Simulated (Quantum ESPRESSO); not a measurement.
P under changes of volume

One of the cells (16.144 Å³/atom); the others are scaled copies at fixed shape and fractional positions:

```xyz
2
Lattice="1.7257 0.9963 3.1297 -1.7257 0.9963 3.1297 0.0000 -1.9927 3.1297" Properties=species:S:1:pos:R:3 pbc="T T T"
P     0.0000    0.0000    7.2570
P     0.0000    0.0000    2.1321
```

This isn't the form of P at room conditions, which is orthorhombic.

| Quantity | Value |
| --- | --- |
| Program | Quantum ESPRESSO 7.5 |
| Functional | PBE |
| Potentials or basis | SSSP 1.3 efficiency PBE |
| Cutoff | 748 eV |
| Density cutoff | 5987 eV |
| k mesh | 9 × 9 × 9 |
| Occupations | fermi-dirac, width 0.05 eV |
| Spin | no spin polarisation |

```tsv
volume (Å³/atom)	energy over the lowest point (meV/atom)	pressure (GPa)	largest force (eV/Å)
15.175	31.77	8.3	0.660
15.498	17.46	5.9	0.503
15.821	7.78	3.8	0.372
16.144	2.17	1.9	0.247
16.467	0.00	0.2	0.107
16.789	1.25	-1.5	0.030
17.112	?	?	?
```

**Question.** What does the run at 17.112 Å³/atom give?

**Answer.** Energy over the lowest point 5.70 meV/atom; pressure -3.0 GPa; largest force 0.155 eV/Å.

Worked out: A Birch-Murnaghan fit of order 3 (a polynomial in V^(-2/3)) to the other rows has its minimum at 16.50 Å³/atom with B0 = V·E''(V) = 81 GPa and B' = 4.9 at fixed shape and positions, which overstates the stiffness. It gives 5.27 meV/atom at 17.112 Å³/atom, against the run's 5.70, and -dE/dV = -2.7 GPa, against -3.0.

Energies are extrapolated to zero smearing.
